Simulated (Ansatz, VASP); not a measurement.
## One calculation of ScAl3, two programs

INCAR

```
SYSTEM = ScAl3
PREC = Accurate
ENCUT = 520
EDIFF = 1E-6
ISMEAR = 0
SIGMA = 0.1
LREAL = .FALSE.
LASPH = .TRUE.
NELM = 60
ALGO = Fast
ISIF = 2
LWAVE = .FALSE.
LCHARG = .FALSE.
GGA = PE
NBANDS = 18
```

The input KPOINTS:

```
Automatic mesh
0
G
  4 4 6
  0 0 0
```

Contents of POSCAR:

```
ScAl3
1.0
    2.8289200400     -4.0844205100      0.0000000000
    2.8289200400      4.0844205100      0.0000000000
   -0.1196417200      0.0000000000      2.8263889400
Sc Al
1 3
Direct
    0.5000000000      0.5000000000      0.0000000000
    0.0000000000      0.0000000000      0.0000000000
    0.5000000000      0.0000000000      0.5000000000
    0.0000000000      0.5000000000      0.5000000000
```

Input for Ansatz:

```yaml
crystal:
  lattice:
    - [2.82892004, -4.08442051, 0.0]
    - [2.82892004, 4.08442051, 0.0]
    - [-0.11964172, 0.0, 2.82638894]
  atoms:
    - { symbol: Sc, position: [0.5, 0.5, 0.0] }
    - { symbol: Al, position: [0.0, 0.0, 0.0] }
    - { symbol: Al, position: [0.5, 0.0, 0.5] }
    - { symbol: Al, position: [0.0, 0.5, 0.5] }
basis:
  ecutwfc: 420
kpoints:
  mp_grid: { grid: [4, 4, 6] }
hamiltonian:
  xc: pbe
scf:
  occupations: { method: gaussian, width: 0.1 }
  lower_state_search: "off"
output:
  forces: true
  stress: true
  eigenvalues: true
```

Alike in both runs: task single point; functional PBE; k mesh 4 × 4 × 6; occupations gaussian, width 0.1 eV; no spin polarisation.

|  | VASP | Ansatz |
| --- | --- | --- |
| version | VASP 6.6.1 | Ansatz 0.2.0 |
| potentials or method | VASP PAW PBE potentials, release 64 (Sc_sv, Al) | scalar-relativistic, plane waves, PAW |
| plane-wave cutoff (eV) | 520 | 420 |
| valence electrons in the cell | 20 | 20 |

```csv
,VASP,Ansatz,Ansatz less VASP
gap on the k mesh at the Fermi level (eV),none,none,-
pressure (GPa),9.6,9.6,-0.05
largest component of the traceless stress (GPa),4.41,4.41,-0.007
```

A gap of «none» marks a metal or a gap that the smearing closes.

Caveats: the k mesh is coarse (spacing up to 0.37 Å⁻¹), so the values aren't converged.
